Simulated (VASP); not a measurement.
Input of a VASP 6.6.1 run:

File POSCAR:

```
Mg
1.0
   -1.7928697530      1.7928697530      1.7928697530
    1.7928697530     -1.7928697530      1.7928697530
    1.7928697530      1.7928697530     -1.7928697530
Mg
1
Direct
    0.0000000000      0.0000000000      0.0000000000
```

File INCAR.step1:

```
SYSTEM = Mg
PREC     = Accurate       ! precision mode
ENCUT    = 520            ! plane-wave cutoff, eV
EDIFF    = 1E-5           ! SCF threshold, eV
ISMEAR   = 0              ! smearing method
SIGMA    = 0.05           ! smearing width, eV
LREAL    = .False.        ! projectors in reciprocal space
LASPH    = .True.         ! aspherical terms in the spheres
NELM     = 100            ! most SCF steps
ALGO     = Normal         ! electronic algorithm
ISIF     = 2              ! what is computed and relaxed
LWAVE    = .True.         ! write WAVECAR
GGA      = PE             ! functional
NBANDS   = 7              ! bands
```

The input INCAR.step2:

```
SYSTEM = Mg
PREC     = Accurate       ! precision mode
ENCUT    = 520            ! plane-wave cutoff, eV
EDIFF    = 1E-6           ! SCF threshold, eV
ISMEAR   = 0              ! smearing method
SIGMA    = 0.05           ! smearing width, eV
LREAL    = .False.        ! projectors in reciprocal space
LASPH    = .True.         ! aspherical terms in the spheres
NELM     = 100            ! most SCF steps
ALGO     = Normal         ! electronic algorithm
ISIF     = 2              ! what is computed and relaxed
LWAVE    = .False.        ! write WAVECAR
LCHARG   = .True.         ! write CHGCAR
GGA      = PE             ! functional
LHFCALC  = .True.         ! exact exchange
HFSCREEN = 0.2079         ! screening, 1/A
PRECFOCK = Normal       
LELF     = .True.         ! ELF
LVHAR    = .True.       
ISTART   = 1            
NBANDS   = 7              ! bands
```

The input KPOINTS:

```
Automatic mesh
0
Gamma
  8 8 8
  0 0 0
```

Potentials or basis: VASP PAW PBE potentials, release 64 (Mg).

The run is started by

```sh
$ cat potpaw_PBE.64/Mg/POTCAR > POTCAR
$ cp INCAR.step1 INCAR
$ mpirun -np 1 vasp_std > vasp.out
$ cp INCAR.step2 INCAR
$ mpirun -np 1 vasp_std > vasp.out
```

Problem. Estimate the pressure.

Solution. -0.7 GPa.

Problem. Predict the band gap on the k mesh.

Solution. None (metal or under the smearing width).

Caveat: the PAW data sets were made with another functional, which shifts forces and pressure a little.
